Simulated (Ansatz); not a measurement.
# What moves the pressure of AlFe?

```yaml
crystal:
  lattice:
    - [2.91000, 0.00000, 0.00000]
    - [0.00000, 2.91000, 0.00000]
    - [0.00000, 0.00000, 2.91000]
  atoms:
    - { symbol: Al, position: [0.00000, 0.00000, 0.00000] }
    - { symbol: Fe, position: [0.50000, 0.50000, 0.50000] }
```

Atom numbers follow the list: Al1, Fe2.

The geometry is COD entry 1541193, unchecked; take it as a test cell.

Other magnetic orders may lie lower; this is the state that the run reached.

These are results of DFT, PBE, all-electron LAPW, scalar-relativistic (Ansatz 0.2.0), not measurements.

The runs use a Γ-centred 12×12×12 k mesh, Fermi–Dirac smearing of 0.05 eV, basis error target 0.5 meV/atom, spin-polarised from start moments Fe2 3 μB.

In this reference run the pressure is -5.9 GPa (positive in compression). Each change below is made alone, on the same k mesh, with fractional coordinates held unless an atom is moved; x, y and z are the Cartesian axes.

(1) Order the changes by the shift of the pressure, most negative first.
A. atom 2 (Fe) moved by (0.2000, 0.0000, 0.0000) Å
B. z strained by -1.5 % at fixed volume
C. volume scaled by 0.98
D. volume scaled by 1.02

Answers

(1) D (-2.8 GPa), B (+0.1 GPa), A (+2.6 GPa), C (+3.1 GPa).
